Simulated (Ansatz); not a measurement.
# Si: properties at the relaxed cell

This session takes Si and sets out to fit an equation of state.

Computed with Ansatz 0.2.0 (DFT PBE and r²SCAN (the runs whose input is shown use r²SCAN), scalar-relativistic, plane waves, PAW).

1 further run of the same task is left out (set aside as unsound or not needed).

## 1. Starting point

The structure is hexagonal, space group P6/mmm (No. 191). Conventional cell: a = 2.642 Å, b = 2.642 Å, c = 2.497 Å, α = 90.00°, β = 90.00°, γ = 120.00°. Si (site symmetry 6/mmm) has 8 Si at 2.50 to 2.64 Å as nearest neighbours.

Coordinates:

```
CELL_PARAMETERS angstrom
2.64212 0.00000 0.00000
-1.32106 2.28814 0.00000
0.00000 0.00000 2.49691
ATOMIC_POSITIONS crystal
Si 0.00000 0.00000 0.00000
```

It goes back to an entry of the Materials Project, which need not be the stable form.

This cell was relaxed beforehand with the same method: volume 15.10 Å³/atom, gap on the mesh none (metal).

## 2. Volume × 0.97

The input, input.yaml:

```yaml
crystal:
  lattice:
    - [2.6024434884, 0.0, 0.0]
    - [-1.3012217442, 2.2537821729, 0.0]
    - [0.0, 0.0, 2.4686074904]
  atoms:
    - { symbol: Si, position: [0.0, 0.0, 0.0] }
basis:
  ecutwfc: 500
kpoints:
  mp_grid: { grid: [18, 18, 16] }
hamiltonian:
  xc: r2scan
scf:
  occupations: { method: gaussian, width: 0.1 }
output:
  forces: true
  stress: true
  eigenvalues: true
  write_density: true
  write_potential: true
  elf: true
  volumetric_format: npy
relax:
  adjacent_minimum: "off"
  f_tol: 0.01
  max_steps: 30
  cell: { stress_tol: 0.1, fix: [volume] }
```

Started as:

```
$ ansatz run input.yaml --threads 1 --pin off --max-ram 2560MiB --backend cpu --events-out ev --progress --plain --runs-dir out
```

## 3. Volume × 1.03

input.yaml, as its differences from that of step 2:

```diff
@@ -2,5 +2,5 @@
   lattice:
-    - [2.6024434884, 0.0, 0.0]
-    - [-1.3012217442, 2.2537821729, 0.0]
-    - [0.0, 0.0, 2.4686074904]
+    - [2.655032273, 0.0, 0.0]
+    - [-1.3275161365, 2.2993253963, 0.0]
+    - [0.0, 0.0, 2.5184917887]
   atoms:
@@ -19,6 +19,2 @@
   eigenvalues: true
-  write_density: true
-  write_potential: true
-  elf: true
-  volumetric_format: npy
 relax:
```

## 4. The cell scaled to 0.94 of its volume

input.yaml, as its differences from that of step 3:

```diff
@@ -2,5 +2,5 @@
   lattice:
-    - [2.655032273, 0.0, 0.0]
-    - [-1.3275161365, 2.2993253963, 0.0]
-    - [0.0, 0.0, 2.5184917887]
+    - [2.5732903277, 0.0, 0.0]
+    - [-1.2866451638, 2.2285347951, 0.0]
+    - [0.0, 0.0, 2.4467703094]
   atoms:
```

## 5. The cell scaled to 1.06 of its volume

input.yaml, as its differences from that of step 4:

```diff
@@ -2,5 +2,5 @@
   lattice:
-    - [2.5732903277, 0.0, 0.0]
-    - [-1.2866451638, 2.2285347951, 0.0]
-    - [0.0, 0.0, 2.4467703094]
+    - [2.6829601421, 0.0, 0.0]
+    - [-1.3414800711, 2.3235116404, 0.0]
+    - [0.0, 0.0, 2.5381678981]
   atoms:
```

## 6. The cell scaled to 0.91 of its volume

input.yaml, as its differences from that of step 5:

```diff
@@ -2,5 +2,5 @@
   lattice:
-    - [2.6829601421, 0.0, 0.0]
-    - [-1.3414800711, 2.3235116404, 0.0]
-    - [0.0, 0.0, 2.5381678981]
+    - [2.5441706227, 0.0, 0.0]
+    - [-1.2720853113, 2.2033163908, 0.0]
+    - [0.0, 0.0, 2.4232144422]
   atoms:
@@ -19,2 +19,6 @@
   eigenvalues: true
+  write_density: true
+  write_potential: true
+  elf: true
+  volumetric_format: npy
 relax:
```

## 7. Point at V/V0 = 1.10

input.yaml, as its differences from that of step 6:

```diff
@@ -2,5 +2,5 @@
   lattice:
-    - [2.5441706227, 0.0, 0.0]
-    - [-1.2720853113, 2.2033163908, 0.0]
-    - [0.0, 0.0, 2.4232144422]
+    - [2.7191353155, 0.0, 0.0]
+    - [-1.3595676578, 2.3548402596, 0.0]
+    - [0.0, 0.0, 2.5643303222]
   atoms:
@@ -19,6 +19,2 @@
   eigenvalues: true
-  write_density: true
-  write_potential: true
-  elf: true
-  volumetric_format: npy
 relax:
```

## 8. Point at V/V0 = 0.88

input.yaml, as its differences from that of step 7:

```diff
@@ -2,5 +2,5 @@
   lattice:
-    - [2.7191353155, 0.0, 0.0]
-    - [-1.3595676578, 2.3548402596, 0.0]
-    - [0.0, 0.0, 2.5643303222]
+    - [2.5147088735, 0.0, 0.0]
+    - [-1.2573544367, 2.1778017676, 0.0]
+    - [0.0, 0.0, 2.3985576819]
   atoms:
```

(Steps that only read results are left out.)

Q: Predict the outcome of this session. Wanted: equilibrium volume of the fit; bulk modulus.

The runs gave:

| quantity | value |
| --- | --- |
| equilibrium volume of the fit | 14.93 Å³/atom |
| bulk modulus | 111 GPa |
| its pressure derivative | 4.6 |

The fit puts the minimum at 14.93 Å³/atom with B = 111 GPa and B' = 4.6.
